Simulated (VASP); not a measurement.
A run of VASP 6.6.1 is set up as follows.

File INCAR:

```
ALGO     = Fast           # electronic algorithm
DIPOL    = 0.5 0.5 0.500
EDIFF    = 1E-7           # SCF threshold, eV
ENCUT    = 300            # plane-wave cutoff, eV
IDIPOL   = 3            
ISIF     = 2              # what is computed and relaxed
ISMEAR   = 0              # smearing method
KPAR     = 2            
LASPH    = T              # aspherical terms in the spheres
LCHARG   = T              # write CHGCAR
LDIPOL   = T            
LREAL    = F              # projectors in reciprocal space
LVACPOTAV= T            
LVHAR    = T            
LWAVE    = F              # write WAVECAR
NELM     = 100            # most SCF steps
PREC     = Accurate       # precision mode
SIGMA    = 0.05           # smearing width, eV
```

KPOINTS

```
k-points
0
Gamma
  4 4 1
```

Contents of POSCAR:

```
AlAs
1.0
    5.6608000000      0.0000000000      0.0000000000
    0.0000000000      4.0027900670      0.0000000000
    0.0000000000      0.0000000000     12.0013950350
Al As
2 2
Direct
    0.5000000000      0.5000000000      0.4166182336
    0.0000000000      0.0000000000      0.5833817664
    0.7500000000      0.0000000000      0.4166182336
    0.2500000000      0.5000000000      0.5833817664
```

Potentials or basis: VASP PAW LDA potentials, release 64 (Al, As).

Command:

```bash
$ cat potpaw_LDA.64/Al/POTCAR potpaw_LDA.64/As/POTCAR > POTCAR
$ mpirun -np 2 vasp_std > vasp.out
```

Q: Estimate the ionisation potential of the upper face.

A: 4.97 eV.

Q: Estimate the largest force.

A: 1.282 eV/Å.

Q: Estimate the band gap on the k mesh.

A: 1.19 eV, direct.

Forces in eV/Å, atoms in the order of the input:
```
Al   0.446  0.000  1.202
Al   0.446  0.000 -1.202
As  -0.446  0.000 -0.357
As  -0.446  0.000  0.357
```

Expect the measured gap to be larger: semilocal functionals such as LDA lack the derivative discontinuity.
